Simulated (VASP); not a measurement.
# InP (Fm-3m) in VASP: a series of runs

One crystal, InP, is run at these levels: PBEsol, PBE; tasks: single point, atomic charges, electron localisation function.

Program: VASP 6.6.1. These are calculated values, not measurements. Logs are shortened: lines on timing, memory, paths and dates and some standing lists are left out, and cuts for length are marked.

## Step 1: Starting point

It takes space group Fm-3m (No. 225, cubic). Conventional cell: a = 5.538 Å, b = 5.538 Å, c = 5.538 Å, α = 90.00°, β = 90.00°, γ = 90.00°. In (site symmetry m-3m) has 6 P at 2.77 Å as nearest neighbours. P (site symmetry m-3m) has 6 In at 2.77 Å as nearest neighbours.

Measurements of this composition are mostly on another form, of space group No. 216.

## Step 2: Single point, PBEsol

The input, INCAR:

```
SYSTEM = InP
  PREC = Accurate
  ENCUT = 400
  EDIFF = 1E-6
  ISMEAR = 0
  SIGMA = 0.05
  LREAL = .False.
  LASPH = .True.
  NELM = 100
  ALGO = Normal
  ISIF = 2
  LWAVE = .False.
  LCHARG = .False.
  GGA = PS
  ADDGRID = .False.
```

The input, KPOINTS:

```
regular mesh
0
Gamma
  9 9 9
  0 0 0
```

The input, POSCAR:

```
InP
1.0
    0.0000000000      2.7688340000      2.7688340000
    2.7688340000      0.0000000000      2.7688340000
    2.7688340000      2.7688340000      0.0000000000
In P
1 1
Direct
    0.0000000000      0.0000000000      0.0000000000
    0.5000000000      0.5000000000      0.5000000000
```

Potentials or basis: VASP PAW PBE potentials, release 64 (In_d, P).

On the command line:

```bash
> cat potpaw_PBE.64/In_d/POTCAR potpaw_PBE.64/P/POTCAR > POTCAR
> mpirun -np 1 vasp_std > vasp.out
```

OUTCAR:

```text
SYSTEM = InP
   PREC = Accurate
   ENCUT = 400
   EDIFF = 1E-6
   ISMEAR = 0
   LREAL = .False.
   LASPH = .True.
   NELM = 100
   ISIF = 2
   GGA = PS

 Found     35 irreducible k-points:

 Following reciprocal coordinates:
            Coordinates               Weight
  0.000000  0.000000  0.000000      1.000000
  0.111111  0.000000  0.000000      8.000000
  0.222222  0.000000  0.000000      8.000000
  0.333333  0.000000  0.000000      8.000000
  0.444444  0.000000  0.000000      8.000000
  0.111111  0.111111  0.000000      6.000000
   k-points           NKPTS =     35   k-points in BZ     NKDIM =     35   number of bands    NBANDS=     13
   number of dos      NEDOS =    301   number of ions     NIONS =      2
   total plane-waves  NPLWV =  21952
   dimension x,y,z NGX =    28 NGY =   28 NGZ =   28
   dimension x,y,z NGXF=    56 NGYF=   56 NGZF=   56
   ions per type =               1   1
   NGX,Y,Z   is equivalent  to a cutoff of  11.89, 11.89, 11.89 a.u.
   NGXF,Y,Z  is equivalent  to a cutoff of  23.78, 23.78, 23.78 a.u.
 SYSTEM =  InP
   PREC   = accura    normal or accurate (medium, high low for compatibility)
   ISTART =      0    job   : 0-new  1-cont  2-samecut
   ICHARG =      2    charge: 1-file 2-atom 10-const
   ISPIN  =      1    spin polarized calculation?
   LNONCOLLINEAR =      F non collinear calculations
   LSORBIT =      F    spin-orbit coupling
   LASPH  =      T    aspherical Exc in radial PAW
   ENCUT  =  400.0 eV  29.40 Ry    5.42 a.u.   6.39  6.39  6.39*2*pi/ulx,y,z
   NELM   =    100;   NELMIN=  2; NELMDL= -5     # of ELM steps
   EDIFF  = 0.1E-05   stopping-criterion for ELM
   LREAL  =      F    real-space projection
   EDIFFG = 0.1E-04   stopping-criterion for IOM
   NSW    =      0    number of steps for IOM
   IBRION =     -1    ionic relax: 0-MD 1-quasi-New 2-CG
   NFREE  =      0    steps in history (QN), initial steepest desc. (CG)
   ISIF   =      2    stress and relaxation
   ISYM   =      2    0-nonsym 1-usesym 2-fastsym
   POTIM  = 0.5000    time-step for ionic-motion
   TEBEG  =    0.0;   TEEND  =   0.0 temperature during run
   PSTRESS=    0.0 pullay stress
   NELECT =      18.0000    total number of electrons
   NUPDOWN=      -1.0000    fix difference up-down
   EMIN   =  10.00;   EMAX   =-10.00  energy-range for DOS
   EFERMI =   0.00;   METHOD = LEGACY
   ISMEAR =     0;   SIGMA  =   0.05  broadening in eV -4-tet -1-fermi 0-gaus
   EFERMI_NEDOS =   21; number of points for ismear=-14 and -15
   IALGO  =     38    algorithm
   IMIX   =      4    mixing-type and parameters
     AMIX     =   0.40;   BMIX     =  1.00
     AMIX_MAG =   1.60;   BMIX_MAG =  1.00
  volume/ion in A,a.u.               =      21.23       143.25
  Fermi-wavevector in a.u.,A,eV,Ry     =   1.229869  2.324115 20.579860  1.512577
  Thomas-Fermi vector in A             =   2.364739
   LORBIT       =      0    0 simple, 1 ext, 2 COOP (PROOUT), +10 PAW based schemes
   GGA     = PS    functional components
   LHFCALC =     F    Hartree Fock is set to
   AEXX    =    0.0000 exact exchange contribution
   IVDW    =     0    specifies the selected vdW correction
   LEPSILON=     F    determine dielectric tensor
   LRPA    =     F    only Hartree local field effects (RPA)
 non-spin polarized calculation
 Gauss-broadening in eV      SIGMA  =   0.05
  energy-cutoff  :      400.00
  volume of cell :       42.45
 maximum number of plane-waves:       785
 NGX is ok and might be reduce to    28
   NGX = 13   NGY = 13   NGZ = 13

 number of electron      17.9999990 magnetization

 Free energy of the ion-electron system (eV)
  ---------------------------------------------------
  ext. energy  EPLUGINS =         0.00000000
  ---------------------------------------------------
  free energy    TOTEN  =        -8.78928496 eV

  energy without entropy =       -8.78827746  energy(sigma->0) =       -8.78878121

 E-fermi :   6.9195     XC(G=0): -10.5533

 val. band max:        6.9070154034   @ k =   0.3333   0.0000   0.0000
 cond. band min:       7.0034397747   @ k =  -0.1111   0.1111   0.0000
 fundamental gap:      0.0964243712
 Fermi energy:         6.9194799163

 k-point     1 :       0.0000    0.0000    0.0000
  band No.  band energies     occupation
      1      -7.1924      2.00000
      2      -7.1924      2.00000
      3      -7.1701      2.00000
      4      -7.1701      2.00000
      5      -7.1701      2.00000
      6      -5.1093      2.00000
      7       6.6439      2.00000
      8       6.6439      2.00000
      9       6.6439      2.00000
     10       7.3936      0.00000
     11      13.9871      0.00000
     12      13.9871      0.00000
     13      13.9871      0.00000

 k-point     2 :       0.1111    0.0000    0.0000
  band No.  band energies     occupation
      1      -7.1984      2.00000
      2      -7.1984      2.00000
      3      -7.1707      2.00000
      4      -7.1619      2.00000
      5      -7.1619      2.00000
      6      -4.9550      2.00000
      7       5.1534      2.00000
      8       6.6694      2.00000
      9       6.6694      2.00000
     10       8.6422      0.00000
     11      13.1263      0.00000
     12      13.6453      0.00000
     13      13.6453      0.00000

 k-point     3 :       0.2222    0.0000    0.0000
  band No.  band energies     occupation
      1      -7.2170      2.00000
      2      -7.2170      2.00000
      3      -7.1732      2.00000
      4      -7.1373      2.00000
      5      -7.1373      2.00000
      6      -4.5038      2.00000
      7       3.3199      2.00000
      8       6.7562      2.00000
      9       6.7562      2.00000
     10       9.5428      0.00000
     11      12.2463      0.00000
     12      12.2463      0.00000
     13      12.3775      0.00000

 k-point     4 :       0.3333    0.0000    0.0000
  band No.  band energies     occupation
      1      -7.2391      2.00000
      2      -7.2391      2.00000
      3      -7.1780      2.00000
      4      -7.1080      2.00000
      5      -7.1080      2.00000
      6      -3.8171      2.00000
      7       1.6348      2.00000
      8       6.9070      1.27558
      9       6.9070      1.27557
     10       9.5591      0.00000
     11      11.0615      0.00000
     12      11.0615      0.00000
     13      12.1752      0.00000

 k-point     5 :       0.4444    0.0000    0.0000
  band No.  band energies     occupation
      1      -7.2535      2.00000
      2      -7.2535      2.00000
      3      -7.1819      2.00000
      4      -7.0886      2.00000
      5      -7.0886      2.00000
      6      -3.1384      2.00000
      7       0.4352      2.00000
      8       7.0529      0.00016
      9       7.0529      0.00016
     10       9.3580      0.00000
     11      10.3739      0.00000
     12      10.3739      0.00000
     13      12.0901      0.00000

 k-point     6 :       0.1111    0.1111    0.0000
  band No.  band energies     occupation
      1      -7.2142      2.00000
      2      -7.1867      2.00000
      3      -7.1768      2.00000
      4      -7.1577      2.00000
      5      -7.1577      2.00000
      6      -4.8989      2.00000
      7       5.2532      2.00000
      8       6.3471      2.00000
      9       6.3471      2.00000
     10       9.1220      0.00000
     11      12.5429      0.00000
     12      13.0691      0.00000
     13      13.9261      0.00000

 [... further k-points ...]

------------------------ aborting loop because EDIFF is reached ----------------------------------------

  FORCE on cell =-STRESS in cart. coord.  units (eV):
  Direction    XX          YY          ZZ          XY          YZ          ZX
  --------------------------------------------------------------------------------------
  -------------------------------------------------------------------------------------
  Total       -0.8585386     -0.8585386     -0.8585386      0.0000000      0.0000000     -0.0000000
  in kB      -32.4003475    -32.4003475    -32.4003475      0.0000000      0.0000000     -0.0000000
  external PRESSURE =     -32.4003475 kB  Pullay stress =       0.0000000 kB

 VOLUME and BASIS-vectors are now :
 -----------------------------------------------------------------------------
  energy-cutoff  :      400.00
  volume of cell :       42.45
      direct lattice vectors                 reciprocal lattice vectors
     0.000000000  2.768834000  2.768834000    -0.180581429  0.180581429  0.180581429
     2.768834000  0.000000000  2.768834000     0.180581429 -0.180581429  0.180581429
     2.768834000  2.768834000  0.000000000     0.180581429  0.180581429 -0.180581429

 POSITION                                       TOTAL-FORCE (eV/Angst)
 -----------------------------------------------------------------------------------
      0.00000      0.00000      0.00000         0.000000      0.000000      0.000000
      2.76883      2.76883      2.76883        -0.000000     -0.000000     -0.000000
 -----------------------------------------------------------------------------------
    total drift:                               -0.000000      0.000000      0.000000

  FREE ENERGIE OF THE ION-ELECTRON SYSTEM (eV)
  ---------------------------------------------------
  free  energy   TOTEN  =        -8.7892849557 eV

  energy  without entropy=       -8.7882774625  energy(sigma->0) =       -8.78878121
```

It took 6.5 s on 1 thread of Intel Xeon 6975P-C (Granite Rapids), shared host; peak memory 0.16 GiB.

The run converged, but some of its settings lie outside the range that counts as converged, so its numbers aren't taken as properties of the crystal.

What came out:

* Free energy: -8.7893 eV
* Pressure: -3.2 GPa
* Band gap on the k mesh: none (metal or under the smearing width)

Caveat: the PAW data sets were made with another functional, which shifts forces and pressure a little.

## Step 3: Single point, PBEsol

Changes to INCAR since step 2:

```diff
@@ -2,3 +2,3 @@
   PREC = Accurate
-  ENCUT = 400
+  ENCUT = 500
   EDIFF = 1E-6
```

KPOINTS is that of step 2.

POSCAR is that of step 2.

Potentials or basis: VASP PAW PBE potentials, release 64 (In_d, P).

On the command line:

```bash
> cat potpaw_PBE.64/In_d/POTCAR potpaw_PBE.64/P/POTCAR > POTCAR
> mpirun -np 1 vasp_std > vasp.out
```

Run time: 8.4 s. Hardware: 1 thread of Intel Xeon 6975P-C (Granite Rapids), shared host; peak memory 0.17 GiB.

The run converged, but some of its settings lie outside the range that counts as converged, so its numbers aren't taken as properties of the crystal.

Results:

```
Free energy            : -8.7894 eV
Pressure               : -3.2 GPa
Band gap on the k mesh : none (metal or under the smearing width)
```

Caveat: the PAW data sets were made with another functional, which shifts forces and pressure a little.

## Step 4: Atomic charges, PBE

The input, INCAR:

```
ALGO = Fast ; EDIFF = 1E-7
ENCUT = 520 ; GGA = PE
ISIF = 2 ; ISMEAR = 0
LASPH = True ; LCHARG = False
LORBIT = 11 ; LREAL = False
LWAVE = False ; NELM = 60
PREC = Accurate ; SIGMA = 0.02
```

The input, KPOINTS:

```
k-points
0
Gamma
  8 8 8
```

POSCAR is that of step 3.

On the command line:

```bash
> cat potpaw_PBE.64/In_d/POTCAR potpaw_PBE.64/P/POTCAR > POTCAR
> mpirun -np 1 vasp_std > vasp.out
```

Wall time 27 s (1 thread of Intel Xeon Platinum 8559C (Emerald Rapids), shared host); peak memory 0.16 GiB.

It converged, with:

| Item | Value |
| --- | --- |
| Free energy | -7.9085 eV |
| Pressure | -0.1 GPa |
| Band gap on the k mesh | none (metal or under the smearing width) |
| Valence electrons inside the program's atomic spheres | In 11.31; P 2.48 |

Levels at points of the mesh, in eV from the Fermi level:
| k point | band 5 | band 6 | band 7 | band 8 | band 9 | band 10 | band 11 | band 12 | band 13 |
| --- | --- | --- | --- | --- | --- | --- | --- | --- | --- |
| (0.00, 0.00, 0.00) | -14.34 | -12.11 | -0.37 | -0.37 | -0.37 | 0.42 | 7.00 | 7.00 | 7.00 |
| (0.50, 0.00, 0.00) | -14.26 | -10.02 | -6.74 | 0.06 | 0.06 | 2.39 | 3.30 | 3.30 | 5.09 |
| (0.50, 0.50, 0.00) | -14.23 | -8.92 | -5.04 | -2.62 | -2.43 | -2.43 | 3.74 | 9.77 | 9.95 |

## Step 5: Electron localisation function, PBE

The input, INCAR:

```
PREC = Accurate ; ENCUT = 520
EDIFF = 1E-7 ; ISMEAR = 0
SIGMA = 0.02 ; LREAL = False
LASPH = True ; NELM = 60
ALGO = Fast ; ISIF = 2
LWAVE = False ; LCHARG = True
GGA = PE ; LELF = True
```

The input, KPOINTS:

```
Automatic mesh
0
Gamma
  8 8 8
```

POSCAR is that of step 4.

On the command line:

```bash
> cat potpaw_PBE.64/In_d/POTCAR potpaw_PBE.64/P/POTCAR > POTCAR
> mpirun -np 1 vasp_std > vasp.out
```

Run time: 32 s. Hardware: 1 thread of Intel Xeon Platinum 8559C (Emerald Rapids), shared host; peak memory 0.16 GiB.

Results (log left out):

```
Free energy            : -7.9085 eV
Pressure               : -0.1 GPa
Band gap on the k mesh : none (metal or under the smearing width)
```

Levels at points of the mesh, in eV from the Fermi level:
```
           k point  band 5  band 6  band 7  band 8  band 9  band 10  band 11  band 12  band 13
(0.00, 0.00, 0.00)  -14.34  -12.11   -0.37   -0.37   -0.37     0.42     7.00     7.00     7.00
(0.50, 0.00, 0.00)  -14.26  -10.02   -6.74    0.06    0.06     2.39     3.30     3.30     5.09
(0.50, 0.50, 0.00)  -14.23   -8.92   -5.04   -2.62   -2.43    -2.43     3.74     9.77     9.95
```

[end of part 1 of 2]
